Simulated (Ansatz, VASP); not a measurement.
**One calculation of Ga3S2, two programs**

The input INCAR:

```
PREC = Accurate
ENCUT = 520
EDIFF = 1E-7
ISMEAR = 0
SIGMA = 0.1
LREAL = False
LASPH = True
NELM = 80
ALGO = Normal
ISIF = 2
LWAVE = False
LCHARG = False
GGA = PE
NBANDS = 34
```

File KPOINTS:

```
Automatic mesh
0
Gamma
  6 6 2
```

File POSCAR:

```
Ga3S2
1.0
    4.0021492200      0.0000000000      0.0000000000
   -2.0010746100      3.4659628900      0.0000000000
    0.0000000000      0.0000000000      8.6178574300
Ga S
3 2
Direct
    0.3333333300      0.6666666700      0.5000000000
    0.6666666700      0.3333333300      0.5000000000
    0.0000000000      0.0000000000      0.5000000000
    0.3333333300      0.6666666700      0.0000000000
    0.6666666700      0.3333333300      0.0000000000
```

Input for Ansatz:

```yaml
crystal:
  lattice:
    - [4.00214922, 0.0, 0.0]
    - [-2.00107461, 3.46596289, 0.0]
    - [0.0, 0.0, 8.61785743]
  atoms:
    - { symbol: Ga, position: [0.33333333, 0.66666667, 0.5] }
    - { symbol: Ga, position: [0.66666667, 0.33333333, 0.5] }
    - { symbol: Ga, position: [0.0, 0.0, 0.5] }
    - { symbol: S, position: [0.33333333, 0.66666667, 0.0] }
    - { symbol: S, position: [0.66666667, 0.33333333, 0.0] }
basis:
  ecutwfc: 420
kpoints:
  mp_grid: { grid: [6, 6, 2] }
hamiltonian:
  xc: pbe
scf:
  occupations: { method: gaussian, width: 0.1 }
  lower_state_search: "off"
output:
  forces: true
  stress: true
  eigenvalues: true
```

Alike in both runs: task single point; functional PBE; k mesh 6 × 6 × 2; occupations gaussian, width 0.1 eV; no spin polarisation.

```csv
,VASP,Ansatz
version,VASP 6.6.1,Ansatz 0.2.0
potentials or method,"VASP PAW PBE potentials, release 64 (Ga_d, S)","scalar-relativistic, plane waves, PAW"
plane-wave cutoff (eV),520,420
valence electrons in the cell,51,51
```

```tsv
	VASP	Ansatz	Ansatz less VASP
gap on the k mesh at the Fermi level (eV)	none	none	-
pressure (GPa)	18.2	18.1	-0.09
largest component of the traceless stress (GPa)	18.66	18.58	-0.088
```

A gap of «none» marks a metal or a gap that the smearing closes.

Caveats: the k mesh is coarse (spacing up to 0.36 Å⁻¹), so the values aren't converged; so large a pressure means that the cell lies far from this level's equilibrium, or that cutoff or potentials fall short (VASP); this functional lacks dispersion, which binds the layers, so the pressure and a relaxed spacing across them are unreliable.
